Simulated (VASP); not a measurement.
Here is a VASP 6.6.1 calculation.

File POSCAR:

```
MgO
1.0
    3.2882172536      0.0000000000      0.0000000000
   -1.6441086268      2.8476796748      0.0000000000
    0.0000000000      0.0000000000      5.0343661375
Mg O
2 2
Direct
    0.3333333333      0.6666666667     -0.0098385294
    0.6666666667      0.3333333333      0.4901614706
    0.3333333333      0.6666666667      0.3848385294
    0.6666666667      0.3333333333      0.8848385294
```

INCAR.step1

```
SYSTEM = MgO
PREC     = Accurate       ! precision mode
ENCUT    = 520            ! plane-wave cutoff, eV
EDIFF    = 1E-5           ! SCF threshold, eV
ISMEAR   = 0              ! smearing method
SIGMA    = 0.01           ! smearing width, eV
LREAL    = .False.        ! projectors in reciprocal space
LASPH    = .True.         ! aspherical terms in the spheres
NELM     = 80             ! most SCF steps
ALGO     = Normal         ! electronic algorithm
ISIF     = 2              ! what is computed and relaxed
LWAVE    = .True.         ! write WAVECAR
LCHARG   = .False.        ! write CHGCAR
NBANDS   = 16             ! bands
GGA      = PE             ! functional
```

The input INCAR.step2:

```
SYSTEM = MgO
PREC     = Accurate       ! precision mode
ENCUT    = 520            ! plane-wave cutoff, eV
EDIFF    = 1E-6           ! SCF threshold, eV
ISMEAR   = 0              ! smearing method
SIGMA    = 0.01           ! smearing width, eV
LREAL    = .False.        ! projectors in reciprocal space
LASPH    = .True.         ! aspherical terms in the spheres
NELM     = 80             ! most SCF steps
ALGO     = Normal         ! electronic algorithm
ISIF     = 2              ! what is computed and relaxed
LWAVE    = .False.        ! write WAVECAR
LCHARG   = .False.        ! write CHGCAR
GGA      = PE             ! functional
LHFCALC  = .True.         ! exact exchange
HFSCREEN = 0.2079         ! screening, 1/A
PRECFOCK = Normal       
NBANDS   = 16             ! bands
ISTART   = 1
```

The input KPOINTS:

```
Automatic mesh
0
Gamma
  6 6 2
  0 0 0
```

Potentials or basis: VASP PAW PBE potentials, release 64 (Mg, O).

Command:

```bash
$ cat potpaw_PBE.64/Mg/POTCAR potpaw_PBE.64/O/POTCAR > POTCAR
$ cp INCAR.step1 INCAR
$ mpirun -np 1 vasp_std > vasp.out
$ cp INCAR.step2 INCAR
$ mpirun -np 1 vasp_std > vasp.out
```

(1) Estimate the pressure.

(2) What does it give for the band gap on the k mesh?

(3) Predict the largest force.

Results:

(1) -0.1 GPa.

(2) 5.14 eV, direct.

(3) 0.005 eV/Å.

Caveat: the k mesh is coarse (spacing up to 0.62 Å⁻¹), so the values aren't converged, least of all with exact exchange; the PAW data sets were made with another functional, which shifts forces and pressure a little.
